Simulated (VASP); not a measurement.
# Pt in VASP: further runs

Runs on Pt. Level: PBE. Tasks: single point.

Program: VASP 6.6.1. These are calculated values, not measurements. Logs are shortened: lines on timing, memory, paths and dates and some standing lists are left out, and cuts for length are marked.

## (1) The slab as given

The cell holds a slab with vacuum, 8 atoms: a = 2.769 Å, b = 3.916 Å, c = 21.691 Å, α = 90.00°, β = 90.00°, γ = 90.00°.

The slab is cut from a database's or a generator's crystal, which needn't be the stable form of the element.

## (2) Single point, PBE

File INCAR:

```
PREC = Accurate ; ENCUT = 400
EDIFF = 0.001 ; ISMEAR = 1
SIGMA = 0.1 ; LREAL = False
LASPH = True ; NELM = 120
ALGO = Normal ; ISIF = 2
LWAVE = False ; LCHARG = False
LDIPOL = True ; IDIPOL = 3
DIPOL = 0.5 0.5 0.500 ; GGA = PE
NBANDS = 56 ; LVHAR = True
LVACPOTAV = True
```

File KPOINTS:

```
regular mesh
0
Gamma
  12 9 1
```

File POSCAR:

```
Pt
1.0
    2.7688887338      0.0000000000      0.0000000000
    0.0000000000      3.9158000000      0.0000000000
    0.0000000000      0.0000000000     21.6911105682
Pt
8
Direct
    0.5000000000      0.5000000000      0.2766110099
    0.0000000000      0.0000000000      0.3404364356
    0.5000000000      0.5000000000      0.4042618614
    0.0000000000      0.0000000000      0.4680872871
    0.5000000000      0.5000000000      0.5319127129
    0.0000000000      0.0000000000      0.5957381386
    0.5000000000      0.5000000000      0.6595635644
    0.0000000000      0.0000000000      0.7233889901
```

Potentials or basis: VASP PAW PBE potentials, release 64 (Pt).

Command:

```bash
$ cat potpaw_PBE.64/Pt/POTCAR > POTCAR
$ mpirun -np 1 vasp_std > vasp.out
```

OUTCAR:

```text
PREC = Accurate
   ENCUT = 400
   EDIFF = 0.001
   ISMEAR = 1
   LREAL = False
   LASPH = True
   NELM = 120
   ISIF = 2
   GGA = PE

 Found     35 irreducible k-points:

 Following reciprocal coordinates:
            Coordinates               Weight
  0.000000  0.000000  0.000000      1.000000
  0.083333  0.000000  0.000000      2.000000
  0.166667  0.000000  0.000000      2.000000
  0.250000  0.000000  0.000000      2.000000
  0.333333  0.000000  0.000000      2.000000
  0.416667  0.000000  0.000000      2.000000
   k-points           NKPTS =     35   k-points in BZ     NKDIM =     35   number of bands    NBANDS=     56
   number of dos      NEDOS =    301   number of ions     NIONS =      8
   total plane-waves  NPLWV =  72576
   dimension x,y,z NGX =    18 NGY =   28 NGZ =  144
   dimension x,y,z NGXF=    36 NGYF=   56 NGZF=  288
   ions per type =               8
   NGX,Y,Z   is equivalent  to a cutoff of  10.81, 11.89, 11.04 a.u.
   NGXF,Y,Z  is equivalent  to a cutoff of  21.61, 23.77, 22.07 a.u.
 SYSTEM =  unknown system
   PREC   = accura    normal or accurate (medium, high low for compatibility)
   ISTART =      0    job   : 0-new  1-cont  2-samecut
   ICHARG =      2    charge: 1-file 2-atom 10-const
   ISPIN  =      1    spin polarized calculation?
   LNONCOLLINEAR =      F non collinear calculations
   LSORBIT =      F    spin-orbit coupling
   LASPH  =      T    aspherical Exc in radial PAW
   ENCUT  =  400.0 eV  29.40 Ry    5.42 a.u.   4.52  6.39 35.37*2*pi/ulx,y,z
   NELM   =    120;   NELMIN=  2; NELMDL= -5     # of ELM steps
   EDIFF  = 0.1E-02   stopping-criterion for ELM
   LREAL  =      F    real-space projection
   EDIFFG = 0.1E-01   stopping-criterion for IOM
   NSW    =      0    number of steps for IOM
   IBRION =     -1    ionic relax: 0-MD 1-quasi-New 2-CG
   NFREE  =      0    steps in history (QN), initial steepest desc. (CG)
   ISIF   =      2    stress and relaxation
   ISYM   =      2    0-nonsym 1-usesym 2-fastsym
   POTIM  = 0.5000    time-step for ionic-motion
   TEBEG  =    0.0;   TEEND  =   0.0 temperature during run
   PSTRESS=    0.0 pullay stress
   NELECT =      80.0000    total number of electrons
   NUPDOWN=      -1.0000    fix difference up-down
   EMIN   =  10.00;   EMAX   =-10.00  energy-range for DOS
   EFERMI =   0.00;   METHOD = LEGACY
   ISMEAR =     1;   SIGMA  =   0.10  broadening in eV -4-tet -1-fermi 0-gaus
   EFERMI_NEDOS =   21; number of points for ismear=-14 and -15
   IALGO  =     38    algorithm
   IMIX   =      4    mixing-type and parameters
     AMIX     =   0.40;   BMIX     =  1.00
     AMIX_MAG =   1.60;   BMIX_MAG =  1.00
  volume/ion in A,a.u.               =      29.40       198.39
  Fermi-wavevector in a.u.,A,eV,Ry     =   1.142796  2.159572 17.768988  1.305984
  Thomas-Fermi vector in A             =   2.279493
   LORBIT       =      0    0 simple, 1 ext, 2 COOP (PROOUT), +10 PAW based schemes
   GGA     = PE    functional components
   LHFCALC =     F    Hartree Fock is set to
   AEXX    =    0.0000 exact exchange contribution
   IVDW    =     0    specifies the selected vdW correction
   LEPSILON=     F    determine dielectric tensor
   LRPA    =     F    only Hartree local field effects (RPA)
 non-spin polarized calculation
 Methfessel and Paxton  Order N= 1 SIGMA  =   0.10
  energy-cutoff  :      400.00
  volume of cell :      235.18
 maximum number of plane-waves:      4314
   NGX =  9   NGY = 13   NGZ = 71

 dipolmoment           0.000000      0.000000     -0.000000 electrons x Angstroem

 number of electron      80.0000004 magnetization

 dipolmoment           0.000000      0.000000      0.000000 electrons x Angstroem

 Free energy of the ion-electron system (eV)
  ---------------------------------------------------
  ext. energy  EPLUGINS =         0.00000000
  ---------------------------------------------------
  free energy    TOTEN  =       -46.03634478 eV

  energy without entropy =      -46.03145120  energy(sigma->0) =      -46.03471359

 E-fermi :   3.0987     XC(G=0):  -7.9114

 val. band max:        3.0938428785   @ k =   0.2500   0.1111   0.0000
 cond. band min:       3.0995212334   @ k =   0.4167   0.2222   0.0000
 fundamental gap:      0.0056783549
 Fermi energy:         3.0987373660

 k-point     1 :       0.0000    0.0000    0.0000
  band No.  band energies     occupation
      1      -6.7629      2.00000
      2      -5.6697      2.00000
      3      -4.2442      2.00000
      4      -3.7604      2.00000
      5      -3.2931      2.00000
      6      -3.2006      2.00000
[... 44 lines left out ...]
     51       8.5735      0.00000
     52      10.3879      0.00000

 k-point     2 :       0.0833    0.0000    0.0000
  band No.  band energies     occupation
      1      -6.5776      2.00000
      2      -5.4949      2.00000
      3      -4.0940      2.00000
      4      -3.6072      2.00000
      5      -3.1913      2.00000
      6      -3.0303      2.00000
[... 44 lines left out ...]
     51       8.7409      0.00000
     52      10.5460      0.00000

 k-point     3 :       0.1667    0.0000    0.0000
  band No.  band energies     occupation
      1      -6.0461      2.00000
      2      -5.0111      2.00000
      3      -3.7442      2.00000
      4      -3.2551      2.00000
      5      -2.8454      2.00000
      6      -2.6867      2.00000
[... 44 lines left out ...]
     51       9.6404      0.00000
     52      10.4950      0.00000

 k-point     4 :       0.2500    0.0000    0.0000
  band No.  band energies     occupation
      1      -5.2420      2.00000
      2      -4.3514      2.00000
      3      -3.4965      2.00000
      4      -2.9599      2.00000
      5      -2.8633      2.00000
      6      -2.6578      2.00000
[... 44 lines left out ...]
     51      10.1567      0.00000
     52      10.3991      0.00000

 k-point     5 :       0.3333    0.0000    0.0000
  band No.  band energies     occupation
      1      -4.2914      2.00000
      2      -3.7801      2.00000
      3      -3.5521      2.00000
      4      -3.2531      2.00000
      5      -2.9839      2.00000
      6      -2.9737      2.00000
[... 44 lines left out ...]
     51      10.5114      0.00000
     52      10.7873      0.00000

 k-point     6 :       0.4167    0.0000    0.0000
  band No.  band energies     occupation
      1      -3.7206      2.00000
      2      -3.7089      2.00000
      3      -3.3777      2.00000
      4      -3.2511      2.00000
      5      -3.2453      2.00000
      6      -3.2139      2.00000
[... 44 lines left out ...]
     51      11.2131      0.00000
     52      11.8606      0.00000

 [... further k-points ...]

 [bands above 52 left out]

------------------------ aborting loop because EDIFF is reached ----------------------------------------

  FORCE on cell =-STRESS in cart. coord.  units (eV):
  Direction    XX          YY          ZZ          XY          YZ          ZX
  --------------------------------------------------------------------------------------
  -------------------------------------------------------------------------------------
  Total       -0.8250987      2.4082914      4.0050113      0.0000000      0.0000000      0.0000000
  in kB       -5.6209366     16.4063441     27.2839051      0.0000000      0.0000000      0.0000000
  external PRESSURE =      12.6897709 kB  Pullay stress =       0.0000000 kB

 VOLUME and BASIS-vectors are now :
 -----------------------------------------------------------------------------
  energy-cutoff  :      400.00
  volume of cell :      235.18
      direct lattice vectors                 reciprocal lattice vectors
     2.768888734  0.000000000  0.000000000     0.361155718  0.000000000  0.000000000
     0.000000000  3.915800000  0.000000000     0.000000000  0.255375658  0.000000000
     0.000000000  0.000000000 21.691110568     0.000000000  0.000000000  0.046101835

 POSITION                                       TOTAL-FORCE (eV/Angst)
 -----------------------------------------------------------------------------------
      1.38444      1.95790      6.00000         0.000000      0.000000      0.412146
      0.00000      0.00000      7.38444         0.000000      0.000000     -1.121882
      1.38444      1.95790      8.76889         0.000000      0.000000     -0.077038
      0.00000      0.00000     10.15333         0.000000      0.000000      0.123441
      1.38444      1.95790     11.53778         0.000000      0.000000     -0.123441
      0.00000      0.00000     12.92222         0.000000      0.000000      0.077038
      1.38444      1.95790     14.30667         0.000000      0.000000      1.121882
      0.00000      0.00000     15.69111         0.000000      0.000000     -0.412146
 -----------------------------------------------------------------------------------
    total drift:                                0.000000      0.000000      0.000000

  FREE ENERGIE OF THE ION-ELECTRON SYSTEM (eV)
  ---------------------------------------------------
  free  energy   TOTEN  =       -46.0363447819 eV

  energy  without entropy=      -46.0314511965  energy(sigma->0) =      -46.03471359

 vacuum level on the upper side and lower side of the slab         8.461         8.461
```

Wall time 5.2 min (1 thread of Intel Xeon Platinum 8259CL at 2.50GHz (Skylake/Cascade Lake), shared host); peak memory 0.36 GiB.

The run converged, but some of its settings lie outside the range that counts as converged, so its numbers aren't taken as properties of the slab.

What came out:

```yaml
Free_energy: -46.0363 eV
Largest_force: 1.122 eV/Å
Band_gap_on_the_k_mesh: none (metal or under the smearing width)
Work_function_of_the_upper_face: 5.36 eV
Work_function_of_the_lower_face: 5.36 eV
```

## (3) Single point, PBE

This run uses another cell than the first one, of 33.46 Å³/atom, 1.138 times its volume.

File INCAR:

```
PREC = Accurate ; ENCUT = 400
EDIFF = 1E-7 ; ISMEAR = 1
SIGMA = 0.1 ; LREAL = False
LASPH = True ; NELM = 120
ALGO = Normal ; ISIF = 2
LWAVE = False ; LCHARG = False
GGA = PE ; NBANDS = 56
LVHAR = True ; LVACPOTAV = True
IDIPOL = 3
```

KPOINTS is that of step 2.

File POSCAR:

```
Pt
1.0
    2.7688887338      0.0000000000      0.0000000000
    0.0000000000      3.9158000000      0.0000000000
    0.0000000000      0.0000000000     24.6911105682
Pt
8
Direct
    0.5000000000      0.5000000000      0.3037530442
    0.0000000000      0.0000000000      0.3598236030
    0.5000000000      0.5000000000      0.4158941618
    0.0000000000      0.0000000000      0.4719647206
    0.5000000000      0.5000000000      0.5280352794
    0.0000000000      0.0000000000      0.5841058382
    0.5000000000      0.5000000000      0.6401763970
    0.0000000000      0.0000000000      0.6962469558
```

Potentials or basis: VASP PAW PBE potentials, release 64 (Pt).

Command:

```bash
$ cat potpaw_PBE.64/Pt/POTCAR > POTCAR
$ mpirun -np 1 vasp_std > vasp.out
```

Run time: 11 min. Hardware: 1 thread of Intel Xeon Platinum 8259CL at 2.50GHz (Skylake/Cascade Lake), shared host; peak memory 0.42 GiB.

These settings aren't checked as converged: the numbers below hold their error.

Results:

```yaml
Free_energy: -46.0384 eV
Largest_force: 1.123 eV/Å
Band_gap_on_the_k_mesh: none (metal or under the smearing width)
```
